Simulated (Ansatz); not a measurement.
**Σ11 (113) boundary in fcc Au with Ag (substitutional): structure and resistance**

Wanted: what the Σ11 (113) boundary in fcc Au with Ag (substitutional) costs an interconnect.

Calculated with Ansatz 0.2.0; Ansatz plane-wave DFT, PBE, PAW files; relaxation of a bicrystal slab with its lowest layers held; PAW set soft_1, in the first sound run; inputs show where later runs differ.

## Step 1: Set-up

The cell holds 15 atoms: 14 Au and 1 Ag. Its edges and angles: a = 2.884 Å, b = 4.995 Å, c = 28.265 Å, α = 90.0°, β = 90.0°, γ = 73.2°. It derives from Au. built on the (1 1 3) plane; 1 overlapping atoms removed and the grains opened by 0.05 Å. Vacuum lies along c.

## Step 2: Relaxing the bicrystal

The boundary is built by mirroring the lower grain in the boundary plane and removing any atoms that overlap; then the Ag is put in at the boundary. A thin bicrystal slab is relaxed first, with the lowest layers held and the upper grain free to shift and open.

Input file input.yaml:

```yaml
crystal:
  lattice:
    - [2.8837582304, 0.0, 0.0]
    - [1.4418791152, 4.7821720181, 0.0]
    - [0.0, 0.0, 28.264940974]
  atoms:
    - { symbol: Au, position: [0.6363636364, 0.7272727273, 0.1768975921] }
    - { symbol: Au, position: [0.3636363636, 0.2727272727, 0.2204016151] }
    - { symbol: Au, position: [0.0909090909, 0.8181818182, 0.263905638] }
    - { symbol: Au, position: [0.8181818182, 0.3636363636, 0.307409661] }
    - { symbol: Au, position: [0.5454545455, 0.9090909091, 0.350913684] }
    - { symbol: Au, position: [0.2727272727, 0.4545454545, 0.3944177069] }
    - { symbol: Ag, position: [0.0, 0.0, 0.4379217299] }
    - { symbol: Au, position: [0.2727272727, 0.4545454545, 0.4831947287] }
    - { symbol: Au, position: [0.5454545455, 0.9090909091, 0.5266987517] }
    - { symbol: Au, position: [0.8181818182, 0.3636363636, 0.5702027747] }
    - { symbol: Au, position: [0.0909090909, 0.8181818182, 0.6137067976] }
    - { symbol: Au, position: [0.3636363636, 0.2727272727, 0.6572108206] }
    - { symbol: Au, position: [0.6363636364, 0.7272727273, 0.7007148435] }
    - { symbol: Au, position: [0.9090909091, 0.1818181818, 0.7442188665] }
    - { symbol: Au, position: [0.1818181818, 0.6363636364, 0.7877228894] }
kpoints:
  mp_grid: { grid: [8, 8, 1] }
hamiltonian:
  xc: pbe
  pseudopotentials: { kind: paw, azcp: { folder: soft_1 } }
scf:
  occupations: { method: fermi_dirac, width: 0.1 }
relax:
  f_tol: 0.03
  max_steps: 80
  constraints: [{ sites: [0, 1, 2] }]
```

Started as:

```
ansatz run input.yaml --threads 4 --pin off --max-ram 15360MiB --backend cpu --events-out ev --progress --plain --runs-dir out
```

Numbers of over 12 decimals in the logs are rounded to 6 here.

Output:

```text
Engine: ansatz 0.2.0, x86_64-unknown-linux-gnu
Pseudopotentials: kind: paw
Pseudopotential: Au, paw, valence charge 19, recommended cutoff 420 eV (normal), soft_1/Au.paw.azcp
Pseudopotential: Ag, paw, valence charge 19, recommended cutoff 420 eV (normal), soft_1/Ag.paw.azcp
Functional definition: PBE
  parameter kappa = 0.804
  parameter beta = 0.066725
  exchange = pbe_x(kappa = kappa, mu = beta*pi^2/3)
  correlation = pbe_c(beta = beta)
Crystal: 15 atoms, lattice volume = 389.791 Å³
Basis set: ecut = 420 eV, 7609 PW (Γ), exchange–correlation on 40×72×384 points (8 copies of the dense FFT grid, shifted against one another)
Bands: 171, of which v1, the nominal top of the filled ones, is band 143 counted from 1 (142 counted from 0)
Symmetry: 2 space group operations
Space group: Cm (ITA 8), of the structure as read, at distance tolerance 7.3e-5 Å
k-points: 21 of 64 (time reversal used)
Non-local potential: Au, projectors of the file, l = 0: 3, l = 1: 2, l = 2: 2, l = 3: 1
Non-local potential: Ag, projectors of the file, l = 0: 3, l = 1: 2, l = 2: 2, l = 3: 1
PAW form: soft (Blöchl's): semilocal exchange-correlation on the pseudo side does not see the compensation charge
PAW one-centre angular grid: Au, 590 points (default); XC on 64 Gauss nodes
PAW one-centre angular grid: Ag, 590 points (default); XC on 64 Gauss nodes
Initial density: superposition of atomic densities (neutral atoms: chi_scale 0, normalization atom)
Initial wavefunctions: pseudopotential atomic-orbital guess
Functional: x = pbe(κ = 0.804, μ = 0.219515), c = pbe(β = 0.066725)
SCF iter   1: F=—  HF=-191709.298994 eV  |F-HF|=—  |Δ(HF+E_count)|=         —  Δρ=5.47e-2  dr2=1.49e1  ethr=3.10e-3  ⟨swp⟩=6.0  Hψ=13290  notcnv=0  defer=133
preconditioner: auto → LDOS  [metal: Δε(μ)=0.030 eV  Ē_g=9.231 eV  σ=0.100 eV  W_gap=0.07  n_scr=108 (ndim 8)  ℏωp=24.2 eV  f_vac=0.318  D(μ)=5.10/eV (n_scr^D=26)  β→1.0]
SCF iter   2: F=—  HF=-191709.562288 eV  |F-HF|=—  |Δ(HF+E_count)|=   2.63e-1  Δρ=5.83e-2  dr2=1.24e1  ethr=3.10e-3  ⟨swp⟩=3.0  Hψ=7497  notcnv=0  defer=316
SCF iter   3: F=—  HF=-191705.587392 eV  |F-HF|=—  |Δ(HF+E_count)|=    3.97e0  Δρ=5.27e-3  dr2=1.17e-1  ethr=3.10e-3  ⟨swp⟩=2.0  Hψ=6478  notcnv=0  defer=324
SCF iter   4: F=—  HF=-191705.561207 eV  |F-HF|=—  |Δ(HF+E_count)|=   2.62e-2  Δρ=2.28e-3  dr2=2.14e-2  ethr=4.11e-5  ⟨swp⟩=2.9  Hψ=7456  notcnv=0  defer=320
SCF iter   5: F=—  HF=-191705.557115 eV  |F-HF|=—  |Δ(HF+E_count)|=   4.09e-3  Δρ=5.78e-4  dr2=5.95e-4  ethr=7.51e-6  ⟨swp⟩=2.3  Hψ=6128  notcnv=0  defer=320
SCF iter   6: F=—  HF=-191705.557572 eV  |F-HF|=—  |Δ(HF+E_count)|=   4.57e-4  Δρ=1.58e-4  dr2=1.10e-4  ethr=2.09e-7  ⟨swp⟩=3.0  Hψ=6625  notcnv=0  defer=320
SCF iter   7: F=-191705.557592 eV  HF=-191705.557595 eV  |F-HF|=3.15e-6  |Δ(HF+E_count)|=   2.27e-5  Δρ=3.80e-5  dr2=5.50e-6  ethr=7.89e-9  ⟨swp⟩=3.0  Hψ=13510  notcnv=0
SCF 1 converged in 7 iterations: F = -191705.557592 eV  dr2 = 5.50e-6
  greatest PAW one-centre occupation: 1.001 electrons in one spin orbital (limit 2), on the Ag atom at site 6 (counted from 0), in its partial waves of l = 0
relax step   1: F+E_penalty+E_count = -191705.55759201 eV  Δ(F+E_penalty+E_count) = +0.000e0 eV  max|allowed force component| = 1.886e0 eV/Å  Δτ_max = 0.0000 Å  (7 SCF iters, dr2 threshold 2.25e-5 eV, accepted)
Initial density: handed on by an earlier stage of this run
Initial wavefunctions: those handed on with the density
iter 1 solved again at ethr=3.31e-5 eV; its pass at ethr=3.10e-3 eV (dr2=9.43e-2 eV) is discarded
SCF iter   1: F=—  HF=-191705.810456 eV  |F-HF|=—  |Δ(HF+E_count)|=         —  Δρ=5.31e-3  dr2=1.03e-1  ethr=3.31e-5  ⟨swp⟩=2.0  Hψ=14010  notcnv=0  defer=317
preconditioner: auto → LDOS  [metal: Δε(μ)=0.017 eV  Ē_g=9.640 eV  σ=0.100 eV  W_gap=0.04  n_scr=108 (ndim 8)  ℏωp=24.2 eV  f_vac=0.311  D(μ)=4.39/eV (n_scr^D=22)  β→1.0]
SCF iter   2: F=—  HF=-191705.811742 eV  |F-HF|=—  |Δ(HF+E_count)|=   1.29e-3  Δρ=3.03e-3  dr2=1.03e-1  ethr=3.31e-5  ⟨swp⟩=2.1  Hψ=5737  notcnv=0  defer=317
SCF iter   3: F=—  HF=-191705.789958 eV  |F-HF|=—  |Δ(HF+E_count)|=   2.18e-2  Δρ=6.44e-4  dr2=2.55e-3  ethr=3.31e-5  ⟨swp⟩=2.0  Hψ=5551  notcnv=0  defer=318
SCF iter   4: F=—  HF=-191705.789674 eV  |F-HF|=—  |Δ(HF+E_count)|=   2.84e-4  Δρ=2.57e-4  dr2=4.30e-4  ethr=8.94e-7  ⟨swp⟩=2.8  Hψ=6057  notcnv=0  defer=318
SCF iter   5: F=-191705.789564 eV  HF=-191705.789575 eV  |F-HF|=1.17e-5  |Δ(HF+E_count)|=   9.85e-5  Δρ=5.62e-5  dr2=1.72e-5  ethr=3.51e-8  ⟨swp⟩=3.0  Hψ=13500  notcnv=0
SCF 2 converged in 5 iterations: F = -191705.789564 eV  dr2 = 1.72e-5
relax step   2: F+E_penalty+E_count = -191705.78956360 eV  Δ(F+E_penalty+E_count) = -2.320e-1 eV  max|allowed force component| = 6.482e-1 eV/Å  Δτ_max = 0.1946 Å  (5 SCF iters, dr2 threshold 1.00e-4 eV, accepted)
SCF iter   1: F=—  HF=-191706.021377 eV  |F-HF|=—  |Δ(HF+E_count)|=         —  Δρ=8.41e-3  dr2=3.28e-1  ethr=8.21e-4  ⟨swp⟩=7.1  Hψ=10715  notcnv=0  defer=298
preconditioner: auto → LDOS  [metal: Δε(μ)=0.081 eV  Ē_g=9.560 eV  σ=0.100 eV  W_gap=0.20  n_scr=108 (ndim 8)  ℏωp=24.2 eV  f_vac=0.305  D(μ)=4.79/eV (n_scr^D=26)  β→1.0]
SCF iter   2: F=—  HF=-191705.999855 eV  |F-HF|=—  |Δ(HF+E_count)|=   2.15e-2  Δρ=5.38e-3  dr2=2.50e-1  ethr=1.15e-4  ⟨swp⟩=2.5  Hψ=6946  notcnv=0  defer=313
SCF iter   3: F=—  HF=-191705.944947 eV  |F-HF|=—  |Δ(HF+E_count)|=   5.49e-2  Δρ=1.02e-3  dr2=6.04e-3  ethr=8.78e-5  ⟨swp⟩=2.0  Hψ=5545  notcnv=0  defer=313
SCF iter   4: F=—  HF=-191705.944034 eV  |F-HF|=—  |Δ(HF+E_count)|=   9.13e-4  Δρ=4.07e-4  dr2=1.11e-3  ethr=2.12e-6  ⟨swp⟩=3.0  Hψ=7638  notcnv=0  defer=311
SCF iter   5: F=—  HF=-191705.943821 eV  |F-HF|=—  |Δ(HF+E_count)|=   2.13e-4  Δρ=1.44e-4  dr2=1.32e-4  ethr=3.90e-7  ⟨swp⟩=2.0  Hψ=5247  notcnv=0  defer=311
SCF iter   6: F=-191705.943786 eV  HF=-191705.943794 eV  |F-HF|=8.28e-6  |Δ(HF+E_count)|=   2.72e-5  Δρ=3.36e-5  dr2=1.04e-5  ethr=9.21e-9  ⟨swp⟩=3.0  Hψ=13967  notcnv=0
SCF 3 converged in 6 iterations: F = -191705.943786 eV  dr2 = 1.04e-5
relax step   3: F+E_penalty+E_count = -191705.94378566 eV  Δ(F+E_penalty+E_count) = -1.542e-1 eV  max|allowed force component| = 1.189e-1 eV/Å  Δτ_max = 0.1946 Å  (6 SCF iters, dr2 threshold 2.63e-5 eV, accepted)
[...]
relax step   4: F+E_penalty+E_count = -191706.03230400 eV  Δ(F+E_penalty+E_count) = -8.852e-2 eV  max|allowed force component| = 7.026e-2 eV/Å  Δτ_max = 0.2000 Å  (8 SCF iters, accepted)
[...]
relax step   5: F+E_penalty+E_count = -191706.08105170 eV  Δ(F+E_penalty+E_count) = -4.875e-2 eV  max|allowed force component| = 6.614e-2 eV/Å  Δτ_max = 0.2000 Å  (8 SCF iters, accepted)
[...]
relax step   6: F+E_penalty+E_count = -191706.09389251 eV  Δ(F+E_penalty+E_count) = -1.284e-2 eV  max|allowed force component| = 1.940e-2 eV/Å  Δτ_max = 0.1548 Å  (7 SCF iters, dr2 threshold 1.53e-6 eV, accepted)
iter 1 solved again at ethr=8.83e-11 eV; its pass at ethr=3.10e-3 eV (dr2=2.52e-7 eV) is discarded
SCF iter   1: F=—  HF=-191706.093886 eV  |F-HF|=—  |Δ(HF+E_count)|=         —  Δρ=6.54e-6  dr2=2.52e-7  ethr=8.83e-11  ⟨swp⟩=1.8  Hψ=8466  notcnv=0  defer=311
preconditioner: auto → LDOS  [metal: Δε(μ)=0.017 eV  Ē_g=9.387 eV  σ=0.100 eV  W_gap=0.04  n_scr=108 (ndim 8)  ℏωp=24.2 eV  f_vac=0.286  D(μ)=5.65/eV (n_scr^D=32)  β→1.0]
SCF iter   2: F=—  HF=-191706.093893 eV  |F-HF|=—  |Δ(HF+E_count)|=   6.74e-6  Δρ=4.18e-6  dr2=1.04e-7  ethr=8.83e-11  ⟨swp⟩=2.1  Hψ=6057  notcnv=0  defer=311
SCF iter   3: F=-191706.093893 eV  HF=-191706.093893 eV  |F-HF|=1.26e-8  |Δ(HF+E_count)|=   1.81e-8  Δρ=1.70e-6  dr2=2.00e-8  ethr=3.51e-11  ⟨swp⟩=4.7  Hψ=11633  notcnv=0
SCF 7 converged in 3 iterations: F = -191706.093893 eV  dr2 = 2.00e-8
relax step   7: F+E_penalty+E_count = -191706.09389266 eV  Δ(F+E_penalty+E_count) = -1.531e-7 eV  max|allowed force component| = 1.940e-2 eV/Å  Δτ_max = 0.0000 Å  (3 SCF iters, accepted)
SCF converged after 3 iterations
Free energy (F): -191706.093893 eV
Harris-Foulkes:  -191706.093893 eV  (|F-HF|=1.26e-8)
Internal energy: -191705.915022 eV  (E = F + TS)
E sigma→0 (E₀):  -191706.004457 eV
Entropy (-TS):   -0.178870 eV (-11.925 meV/atom)
Fermi energy:    11.528415 eV
--- Per-component energies (eV) ---
  E_band       = -5580.173727
  E_kinetic    = 8550.699103
  E_local      = -266384.186389  (includes V_loc(G=0)·N_el)
  E_nonlocal   = 1405.058537
  E_hartree    = 130375.030357
  E_xc         = -3166.192479
  E_vxc        = -3851.885589  (∫ρ·V_xc dr)
  E_paw        = -140199.544389  (= ΣΔE_a)
  E_vpaw       = -6049.974212  (= ΣTr[D̂ρ^β])
  E_aug_tail   = 0.023607  (compensation charges beyond the density's cutoff)
  E_ewald      = 77713.196630
  E_smearing   = -0.178870  (= −TS)
  E_closure    = -0.000000  (closes the sum)
  Σ components = -191706.093893   (vs F -191706.093893, Δ=0.00e0)
--- Forces (eV/Å), atoms counted from 1 ---
  atom   1  Au     0.00000000    -0.03679956     0.00379357
  atom   2  Au     0.00000000    -0.01043484    -0.38728207
  atom   3  Au     0.00000000     0.04993854     0.35063400
  atom   4  Au     0.00000000     0.00026028     0.01939635
  atom   5  Au     0.00000000    -0.00403569     0.01773351
  atom   6  Au     0.00000000     0.00736221    -0.00241085
  atom   7  Ag     0.00000000    -0.00296377     0.00405837
  atom   8  Au     0.00000000     0.00772033     0.00354792
  atom   9  Au     0.00000000    -0.00614449    -0.01379546
  atom  10  Au     0.00000000     0.00119668    -0.01432892
  atom  11  Au     0.00000000    -0.00548211     0.00785948
  atom  12  Au     0.00000000     0.00021090     0.00277888
  atom  13  Au     0.00000000    -0.00162245     0.00451686
  atom  14  Au     0.00000000     0.00140650     0.00033490
  atom  15  Au     0.00000000    -0.00059916     0.00305772
  max |Σ_I F_I| component: 1.06e-4 eV/Å
--- Relaxed structure (7 steps of the walk, 7 accepted, 0 SCFs on fresh bases) ---
  F+E_penalty+E_count = -191706.09389266 eV   max|allowed force component| = 1.940e-2 eV/Å
  atoms:
    - { symbol: Au, position: [0.636364, 0.727273, 0.1768975921] }
    - { symbol: Au, position: [0.363636, 0.2727272727, 0.2204016151] }
    - { symbol: Au, position: [0.090909, 0.8181818182, 0.263905638] }
    - { symbol: Au, position: [0.821331, 0.357338, 0.311353] }
    - { symbol: Au, position: [0.551889, 0.896222, 0.357379] }
    - { symbol: Au, position: [0.282122, 0.435756, 0.401633] }
    - { symbol: Ag, position: [0.012312, -0.024624, 0.450543] }
    - { symbol: Au, position: [0.282006, 0.435987, 0.500128] }
    - { symbol: Au, position: [0.551771, 0.896458, 0.543418] }
    - { symbol: Au, position: [0.822559, 0.354883, 0.590900] }
    - { symbol: Au, position: [0.091486, 0.817027, 0.636081] }
    - { symbol: Au, position: [0.360785, 0.278431, 0.682344] }
    - { symbol: Au, position: [0.630281, 0.739438, 0.727025] }
    - { symbol: Au, position: [0.909629, 0.180742, 0.777319] }
    - { symbol: Au, position: [0.181274, 0.637452, 0.815051] }
```

The job ended after 2.2 min (4 threads of Intel Xeon Platinum 8488C (Sapphire Rapids), shared host; peak memory 2.1 GiB).

Step by step:

```
step  energy less that of the first step (eV)  largest force component (eV/Å)
   1                                   0.0000                          1.8858
   2                                  -0.2320                          0.6482
   3                                  -0.3862                          0.1189
   4                                  -0.4747                          0.0703
   5                                  -0.5235                          0.0661
   6                                  -0.5363                          0.0194
   7                                  -0.5363                          0.0194
```

Forces are held to the 2 operations that the run works with; a distortion that breaks them can't arise in this run.

The atoms that moved most (Å):

```csv
atom,dx,dy,dz,length
Au14,0.000,-0.005,0.936,0.936
Au15,0.000,0.005,0.772,0.772
Au13,0.000,0.058,0.744,0.746
Au12,0.000,0.027,0.710,0.711
Au11,0.000,-0.006,0.632,0.632
Au10,0.000,-0.042,0.585,0.586
Au8,0.000,-0.089,0.479,0.487
Au9,0.000,-0.060,0.473,0.476
```

This step gave:

* free energy: -191706.0939 eV
* energy at zero smearing: -191706.0045 eV
* Fermi energy: 11.53 eV

The largest force component on a free atom ends at 0.019 eV/Å, under the tolerance of 0.03, after 7 steps.

(Part 1 of 2 ends here.)

[Logs are printed without paths, hosts, clocks, repeated set-up lines and the standing remarks that a program may print on its own settings, such as how far it seeks lower states.]

[Hosts, paths, dates, database ids (printed as entryN), source tags and the programs' standing remarks are cut or masked in the printed files.]
